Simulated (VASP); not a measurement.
Wanted: the native input for a VASP 6.6.1 run.

| Quantity | Value |
| --- | --- |
| Task | relaxation of cell and atoms |
| Functional | PBEsol |
| Potentials or basis | VASP PAW PBE potentials, release 64 (Se) |
| Cutoff | 600 eV |
| k mesh | 18 × 18 × 18 |
| Occupations | gaussian, width 0.1 eV |
| Spin | no spin polarisation |
| Dipole correction | no |
| Further INCAR settings | ALGO = Normal; EDIFF = 1e-07; IBRION = 2; EDIFFG = -0.005; NSW = 100; ISIF = 3 |

The structure of Se lies in POSCAR:

```
Se
1.0
   -1.7034486149      1.7034486149      1.7034486149
    1.7034486149     -1.7034486149      1.7034486149
    1.7034486149      1.7034486149     -1.7034486149
Se
1
Direct
    0.0000000000      0.0000000000      0.0000000000
```

This isn't the form of Se at room conditions, which is trigonal, of chains.

These files were run (other wordings do the same):

INCAR

```
SYSTEM = Se
PREC = Accurate ; ENCUT = 600
EDIFF = 1E-7 ; ISMEAR = 0
SIGMA = 0.1 ; LREAL = .FALSE.
LASPH = .TRUE. ; NELM = 100
ALGO = Normal ; ISIF = 3
LWAVE = .FALSE. ; LCHARG = .FALSE.
GGA = PS ; IBRION = 2
NSW = 100 ; EDIFFG = -0.005
```

KPOINTS

```
Automatic mesh
0
G
  18 18 18
  0 0 0
```

Potentials or basis: VASP PAW PBE potentials, release 64 (Se).

Run with:

```sh
$ cat potpaw_PBE.64/Se/POTCAR > POTCAR
$ mpirun -np 1 vasp_std > vasp.out
```

Results of the run:

* Relaxed volume: 19.25 Å³/atom
* Relaxed cell: a = 2.924 Å, b = 2.924 Å, c = 2.924 Å, α = 109.47°, β = 109.47°, γ = 109.47°
* Space group after relaxing (to 0.05 Å): Im-3m (No. 229)
* Energy gained by relaxing: 3.6 meV/atom
* Ionic steps: 3
* Pressure after relaxing: 0.0 GPa
* Band gap on the k mesh: none (metal or under the smearing width)

Caveat: the PAW data sets were made with another functional, which shifts forces and pressure a little.

Wall time 16 s on 1 thread of Intel(R) Xeon(R) 6975P-C (Granite Rapids) (shared host), peak memory 0.17 GiB.
